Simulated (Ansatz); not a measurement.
# Cu3N: further runs on the relaxed cell

An exercise on one series of results from a longer session: the logs are not shown, and one member is left open.

The COD entry's cell or inner coordinates are ideal or old and differ from later refinements, so a difference from it is no clean test against experiment.

Computed with Ansatz 0.2.0 (DFT PBE, scalar-relativistic, plane waves, PAW, unless a step's input says otherwise).

1 further run of the same task is left out (set aside as unsound or not needed).

### The starting structure

Symmetry: Pm-3m, No. 221, cubic system. Conventional cell: a = 3.827 Å, b = 3.827 Å, c = 3.827 Å, α = 90.00°, β = 90.00°, γ = 90.00°. Cu (site symmetry 4/mmm) has 2 N at 1.91 Å as nearest neighbours. Around N (site symmetry m-3m) lie 6 Cu at 1.91 Å.

Coordinates:

```
CELL_PARAMETERS angstrom
3.82729 0.00000 0.00000
0.00000 3.82729 0.00000
0.00000 0.00000 3.82729
ATOMIC_POSITIONS crystal
Cu 0.50000 0.00000 0.00000
Cu 0.00000 0.50000 0.00000
Cu 0.00000 0.00000 0.50000
N 0.00000 0.00000 0.00000
```

This cell was relaxed beforehand with the same method: volume 14.02 Å³/atom, gap on the mesh 0.22 eV.

The first run:

Input file input.yaml:

```yaml
crystal:
  lattice:
    - [3.8272904609, 0.0, 0.0]
    - [0.0, 3.8272904609, 0.0]
    - [0.0, 0.0, 3.8272904609]
  atoms:
    - { symbol: Cu, position: [0.5, 0.0, 0.0] }
    - { symbol: Cu, position: [0.0, 0.5, 0.0] }
    - { symbol: Cu, position: [0.0, 0.0, 0.5] }
    - { symbol: "N", position: [0.0, 0.0, 0.0] }
basis:
  ecutwfc: 420
kpoints:
  mp_grid: { grid: [10, 10, 10] }
  band_path:
    path:
      - [[0.0, 0.0, 0.0], [0.0, 0.5, 0.0], [0.5, 0.5, 0.0], [0.0, 0.0, 0.0], [0.5, 0.5, 0.5], [0.0, 0.5, 0.0]]
      - [[0.5, 0.5, 0.5], [0.5, 0.5, 0.0]]
    npoints: 14
hamiltonian:
  xc: pbe
scf:
  occupations: { method: gaussian, width: 0.01 }
  n_extra_bands: 10
output:
  forces: true
  stress: true
  eigenvalues: true
  populations: true
  dos: { projected: true, de: 0.02, nscf_kmesh: { grid: [15, 15, 15] } }
  bader: true
  write_density: true
  write_potential: true
  elf: true
  volumetric_format: npy
```

On the command line:

```sh
$ ansatz run input.yaml --threads 1 --pin off --max-ram 2560MiB --backend cpu --events-out ev --progress --plain --runs-dir out
```

Steps of the session up to this table: Bands, states and charges; Band edges anywhere in the zone; Levels beside the edges; Back to the database's cell; The cell scaled to 0.97 of its volume; The cell scaled to 1.03 of its volume; Point at V/V0 = 0.94; The cell scaled to 1.06 of its volume; Volume × 0.91; Point at V/V0 = 1.10; The cell scaled to 0.88 of its volume.

One table of the session follows, with a row left open; its other results are not shown here.

It belongs to the step «Equation of state». 

```
volume (Å³/atom)  energy above the lowest point (meV/atom)  pressure (GPa)  gap on the mesh (eV)
          12.334                                      93.1           19.94                  0.00
          12.754                                      49.4           13.63                  0.00
          13.175                                      20.7            8.35                  0.02
          13.595                                       4.9            3.82                  0.12
          14.016                                       0.0            0.00                  0.22
          14.436                                         ?               ?                     ?
          14.857                                      16.4           -5.90                  0.41
          15.417                                      42.4           -8.84                  0.52
```

Estimate the missing values for volume (Å³/atom) = 14.436.

Worked estimate for «energy above the lowest point (meV/atom)». A straight line through the neighbours (14.016, 0.0) and (14.857, 16.4) gives 0.0 + (16.4 − 0.0) × (14.436 − 14.016) / (14.857 − 14.016) = 8.2; a parabola fitted to 4 rows on both sides gives 4.5.

**Answer.** energy above the lowest point (meV/atom): 4.3; pressure (GPa): -3.21; gap on the mesh (eV): 0.32. In «energy above the lowest point (meV/atom)» the line misses by +3.9 and the parabola by +0.2.
